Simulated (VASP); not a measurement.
# Ru in VASP: work function with PBE

Aim: the work function of Ru with PBE.

Program: VASP 6.6.1. These are calculated values, not measurements. Logs are shortened: lines on timing, memory, paths and dates and some standing lists are left out, and cuts for length are marked.

**1. The structure**

The cell holds a slab with vacuum, 4 atoms: a = 2.719 Å, b = 2.719 Å, c = 32.214 Å, α = 90.00°, β = 90.00°, γ = 120.00°.

The cell was built by a generator and needn't be a form met in nature.

**2. Work function, PBE**

File INCAR:

```
SYSTEM = Ru
  ALGO = Fast
  DIPOL = 0.5 0.5 0.500
  EDIFF = 1E-6
  ENCUT = 520
  GGA = PE
  IDIPOL = 3
  ISIF = 2
  ISMEAR = 1
  LASPH = .TRUE.
  LCHARG = .TRUE.
  LDIPOL = .TRUE.
  LELF = .TRUE.
  LREAL = .FALSE.
  LVACPOTAV = .TRUE.
  LVHAR = .TRUE.
  LWAVE = .FALSE.
  NELM = 100
  PREC = Accurate
  SIGMA = 0.1
```

File KPOINTS:

```
k-points
0
G
  14 14 1
  0 0 0
```

File POSCAR:

```
Ru                                      
1.0
    2.7193470000      0.0000000000      0.0000000000
   -1.3596735000      2.3550235400      0.0000000000
    0.0000000000      0.0000000000     32.2139342000
  Ru            
     4
Selective dynamics
Direct
     0.3333330000000032    0.6666669999999968    0.3999726500000023   F   F   F
     0.6666669999999968    0.3333330000000032    0.4643127851313351   T   T   T
     0.3333330000000032    0.6666669999999968    0.5313874522726090   T   T   T
     0.6666669999999968    0.3333330000000032    0.5957490643426744   T   T   T
```

Potentials or basis: VASP PAW PBE potentials, release 64 (Ru_pv).

The run is started by

```sh
$ cat potpaw_PBE.64/Ru_pv/POTCAR > POTCAR
$ mpirun -np 1 vasp_std > vasp.out
```

OUTCAR:

```text
SYSTEM = Ru
   EDIFF = 1E-6
   ENCUT = 520
   GGA = PE
   ISIF = 2
   ISMEAR = 1
   LASPH = .TRUE.
   LREAL = .FALSE.
   NELM = 100
   PREC = Accurate

 ion  position               nearest neighbor table
   1  0.333  0.667  0.400-   2 2.60   2 2.60   2 2.60
   2  0.667  0.333  0.464-   1 2.60   1 2.60   1 2.60   3 2.67   3 2.67   3 2.67
   3  0.333  0.667  0.531-   4 2.60   4 2.60   4 2.60   2 2.67   2 2.67   2 2.67
   4  0.667  0.333  0.596-   3 2.60   3 2.60   3 2.60

  LATTYP: Found a hexagonal cell.
 ALAT       =     2.7193470000
 C/A-ratio  =    11.8462021213

  Lattice vectors:

 A1 = (   2.7193470000,   0.0000000000,   0.0000000000)
 A2 = (  -1.3596735000,   2.3550235400,   0.0000000000)
 A3 = (   0.0000000000,   0.0000000000,  32.2139342000)

Analysis of symmetry for initial positions (statically):
=====================================================================
 Subroutine PRICEL returns:
 Original cell was already a primitive cell.

 Routine SETGRP: Setting up the symmetry group for a
 hexagonal supercell.

 Subroutine GETGRP returns: Found  6 space group operations
 (whereof  6 operations were pure point group operations)
 out of a pool of 24 trial point group operations.

The static configuration has the point symmetry C_3v.

Analysis of symmetry for dynamics (positions and initial velocities):
=====================================================================
 Subroutine PRICEL returns:
 Original cell was already a primitive cell.

 Routine SETGRP: Setting up the symmetry group for a
 hexagonal supercell.

 Subroutine GETGRP returns: Found  6 space group operations
 (whereof  6 operations were pure point group operations)
 out of a pool of 24 trial point group operations.

The dynamic configuration has the point symmetry C_3v.

Analysis of constrained symmetry for selective dynamics:
=====================================================================
 Subroutine PRICEL returns:
 Original cell was already a primitive cell.

 Routine SETGRP: Setting up the symmetry group for a
 hexagonal supercell.

 Subroutine GETGRP returns: Found  6 space group operations
 (whereof  6 operations were pure point group operations)
 out of a pool of 24 trial point group operations.

The constrained configuration has the point symmetry C_3v.

 Subroutine INISYM returns: Found  6 space group operations
 (whereof  6 operations are pure point group operations),
 and found     1 'primitive' translations

----------------------------------------------------------------------------------------

                                     Primitive cell

  volume of cell :     206.3021

  direct lattice vectors                    reciprocal lattice vectors
     2.719347000  0.000000000  0.000000000     0.367735342  0.212312103  0.000000000
    -1.359673500  2.355023540  0.000000000     0.000000000  0.424624206  0.000000000
     0.000000000  0.000000000 32.213934200     0.000000000  0.000000000  0.031042467

  length of vectors
     2.719347000  2.719346962 32.213934200     0.424624200  0.424624206  0.031042467

  position of ions in fractional coordinates (direct lattice)
     0.333333000  0.666667000  0.399972650
     0.666667000  0.333333000  0.464312785
     0.333333000  0.666667000  0.531387452
     0.666667000  0.333333000  0.595749064

  ion indices of the primitive-cell ions
   primitive index   ion index
                 1           1
                 2           2
                 3           3
                 4           4

----------------------------------------------------------------------------------------

 KPOINTS: k-points

Automatic generation of k-mesh.
 Grid dimensions read from file:
 generate k-points for:   14   14    1

 Generating k-lattice:

  Cartesian coordinates                     Fractional coordinates (reciprocal lattice)
     0.026266810  0.015165150  0.000000000     0.071428571  0.000000000  0.000000000
     0.000000000  0.030330300  0.000000000     0.000000000  0.071428571  0.000000000
     0.000000000  0.000000000  0.031042467     0.000000000  0.000000000  1.000000000

  Length of vectors
     0.030330300  0.030330300  0.031042467

  Shift w.r.t. Gamma in fractional coordinates (k-lattice)
     0.000000000  0.000000000  0.000000000

 Subroutine IBZKPT returns following result:
 ===========================================

 Found     24 irreducible k-points:

 Following reciprocal coordinates:
            Coordinates               Weight
  0.000000  0.000000  0.000000      1.000000
  0.071429  0.000000  0.000000      6.000000
  0.142857 -0.000000  0.000000      6.000000
  0.214286  0.000000  0.000000      6.000000
  0.285714  0.000000  0.000000      6.000000
  0.357143 -0.000000  0.000000      6.000000
[... 16 lines left out ...]
  0.285714  0.285714  0.000000      6.000000
  0.357143  0.285714  0.000000      6.000000
   k-points           NKPTS =     24   k-points in BZ     NKDIM =     24   number of bands    NBANDS=     33
   number of dos      NEDOS =    301   number of ions     NIONS =      4
   total plane-waves  NPLWV =  96000
   dimension x,y,z NGX =    20 NGY =   20 NGZ =  240
   dimension x,y,z NGXF=    40 NGYF=   40 NGZF=  480
   ions per type =               4
   NGX,Y,Z   is equivalent  to a cutoff of  12.23, 12.23, 12.39 a.u.
   NGXF,Y,Z  is equivalent  to a cutoff of  24.45, 24.45, 24.77 a.u.
 SYSTEM =  Ru
   PREC   = accura    normal or accurate (medium, high low for compatibility)
   ISTART =      0    job   : 0-new  1-cont  2-samecut
   ICHARG =      2    charge: 1-file 2-atom 10-const
   ISPIN  =      1    spin polarized calculation?
   LNONCOLLINEAR =      F non collinear calculations
   LSORBIT =      F    spin-orbit coupling
   LASPH  =      T    aspherical Exc in radial PAW
   ENCUT  =  520.0 eV  38.22 Ry    6.18 a.u.   5.06  5.06 59.90*2*pi/ulx,y,z
   NELM   =    100;   NELMIN=  2; NELMDL= -5     # of ELM steps
   EDIFF  = 0.1E-05   stopping-criterion for ELM
   LREAL  =      F    real-space projection
   EDIFFG = 0.1E-04   stopping-criterion for IOM
   NSW    =      0    number of steps for IOM
   IBRION =     -1    ionic relax: 0-MD 1-quasi-New 2-CG
   NFREE  =      0    steps in history (QN), initial steepest desc. (CG)
   ISIF   =      2    stress and relaxation
   ISYM   =      2    0-nonsym 1-usesym 2-fastsym
   POTIM  = 0.5000    time-step for ionic-motion
   TEBEG  =    0.0;   TEEND  =   0.0 temperature during run
   PSTRESS=    0.0 pullay stress
   NELECT =      56.0000    total number of electrons
   NUPDOWN=      -1.0000    fix difference up-down
   EMIN   =  10.00;   EMAX   =-10.00  energy-range for DOS
   EFERMI =   0.00;   METHOD = LEGACY
   ISMEAR =     1;   SIGMA  =   0.10  broadening in eV -4-tet -1-fermi 0-gaus
   EFERMI_NEDOS =   21; number of points for ismear=-14 and -15
   IALGO  =     68    algorithm
   IMIX   =      4    mixing-type and parameters
     AMIX     =   0.40;   BMIX     =  1.00
     AMIX_MAG =   1.60;   BMIX_MAG =  1.00
  volume/ion in A,a.u.               =      51.58       348.05
  Fermi-wavevector in a.u.,A,eV,Ry     =   1.059993  2.003096 15.287301  1.123585
  Thomas-Fermi vector in A             =   2.195358
   LORBIT       =      0    0 simple, 1 ext, 2 COOP (PROOUT), +10 PAW based schemes
   GGA     = PE    functional components
   LHFCALC =     F    Hartree Fock is set to
   AEXX    =    0.0000 exact exchange contribution
   IVDW    =     0    specifies the selected vdW correction
   LEPSILON=     F    determine dielectric tensor
   LRPA    =     F    only Hartree local field effects (RPA)
 non-spin polarized calculation
 RMM-DIIS sequential band-by-band and
 Methfessel and Paxton  Order N= 1 SIGMA  =   0.10
  energy-cutoff  :      520.00
  volume of cell :      206.30
 maximum number of plane-waves:      5601
   NGX = 11   NGY = 11   NGZ =119

 dipolmoment           0.000000      0.000000     -0.000001 electrons x Angstroem

 number of electron      56.0000024 magnetization

 dipolmoment           0.000000      0.000000      0.000015 electrons x Angstroem

 Free energy of the ion-electron system (eV)
  ---------------------------------------------------
  ext. energy  EPLUGINS =         0.00000000
  ---------------------------------------------------
  free energy    TOTEN  =       -34.80786915 eV

  energy without entropy =      -34.80662873  energy(sigma->0) =      -34.80745568

 E-fermi :  -0.2750     XC(G=0):  -4.3631

 val. band max:       -0.2778039321   @ k =   0.2857   0.0714   0.0000
 cond. band min:      -0.2702512448   @ k =   0.2143   0.0000   0.0000
 fundamental gap:      0.0075526873
 Fermi energy:        -0.2749799259

 k-point     1 :       0.0000    0.0000    0.0000
  band No.  band energies     occupation
      1     -43.9029      2.00000
      2     -43.5045      2.00000
      3     -43.1109      2.00000
      4     -43.1109      2.00000
      5     -43.0340      2.00000
      6     -43.0340      2.00000
[... 25 lines left out ...]
     32      -0.1139     -0.04512
     33       0.9502     -0.00000

 k-point     2 :       0.0714    0.0000    0.0000
  band No.  band energies     occupation
      1     -43.8900      2.00000
      2     -43.5054      2.00000
      3     -43.1404      2.00000
      4     -43.1216      2.00000
      5     -43.0918      2.00000
      6     -43.0414      2.00000
[... 25 lines left out ...]
     32      -0.2286      0.30079
     33       0.0921     -0.00000
[... 754 lines left out ...]
     32       1.2353     -0.00000
     33       5.0615      0.00000

 k-point    24 :       0.3571    0.2857    0.0000
  band No.  band energies     occupation
      1     -43.7431      2.00000
      2     -43.7256      2.00000
      3     -43.6337      2.00000
      4     -43.4928      2.00000
      5     -43.4465      2.00000
      6     -43.4231      2.00000
[... 25 lines left out ...]
     32       0.9778     -0.00000
     33       6.3931      0.00000

------------------------ aborting loop because EDIFF is reached ----------------------------------------

  FORCE on cell =-STRESS in cart. coord.  units (eV):
  Direction    XX          YY          ZZ          XY          YZ          ZX
  --------------------------------------------------------------------------------------
  -------------------------------------------------------------------------------------
  Total       -2.7042344     -2.7042343     -0.0110128      0.0000000      0.0000000      0.0000000
  in kB      -21.0015462    -21.0015454     -0.0855275      0.0000000      0.0000000      0.0000000
  external PRESSURE =     -14.0295397 kB  Pullay stress =       0.0000000 kB

 VOLUME and BASIS-vectors are now :
 -----------------------------------------------------------------------------
  energy-cutoff  :      520.00
  volume of cell :      206.30
      direct lattice vectors                 reciprocal lattice vectors
     2.719347000  0.000000000  0.000000000     0.367735342  0.212312103  0.000000000
    -1.359673500  2.355023540  0.000000000     0.000000000  0.424624206  0.000000000
     0.000000000  0.000000000 32.213934200     0.000000000  0.000000000  0.031042467

 POSITION                                       TOTAL-FORCE (eV/Angst)
 -----------------------------------------------------------------------------------
     -0.00000      1.57002     12.88469         0.000000      0.000000     -0.008040
      1.35967      0.78501     14.95734         0.000000     -0.000000      0.002945
     -0.00000      1.57002     17.11808        -0.000000     -0.000000      0.003984
      1.35967      0.78501     19.19142        -0.000000     -0.000000      0.001111
 -----------------------------------------------------------------------------------
    total drift:                               -0.000000     -0.000000      0.000345

  FREE ENERGIE OF THE ION-ELECTRON SYSTEM (eV)
  ---------------------------------------------------
  free  energy   TOTEN  =       -34.8078691495 eV

  energy  without entropy=      -34.8066287326  energy(sigma->0) =      -34.80745568

 vacuum level on the upper side and lower side of the slab         4.759         4.758
```

Run time: 7.8 min. Hardware: 1 thread of Intel Xeon Platinum 8259CL at 2.50GHz (Skylake/Cascade Lake), shared host; peak memory 0.36 GiB.

Results:

| Quantity | Value |
| --- | --- |
| Free energy | -34.8079 eV |
| Largest force | 0.008 eV/Å |
| Band gap on the k mesh | none (metal or under the smearing width) |
| Work function of the upper face | 5.03 eV |
| Work function of the lower face | 5.03 eV |

Forces on the atoms (eV/Å):
```
Ru   0.000  0.000 -0.008
Ru   0.000  0.000  0.003
Ru   0.000  0.000  0.004
Ru   0.000  0.000  0.001
```

Levels at points of the mesh, in eV from the Fermi level:
```tsv
k point	band 25	band 26	band 27	band 28	band 29	band 30	band 31	band 32
(0.00, 0.00, 0.00)	-2.07	-2.07	-1.72	-0.88	-0.88	0.09	0.09	0.16
(0.50, 0.00, 0.00)	0.14	0.15	1.03	1.34	1.37	1.52	1.89	1.93
```
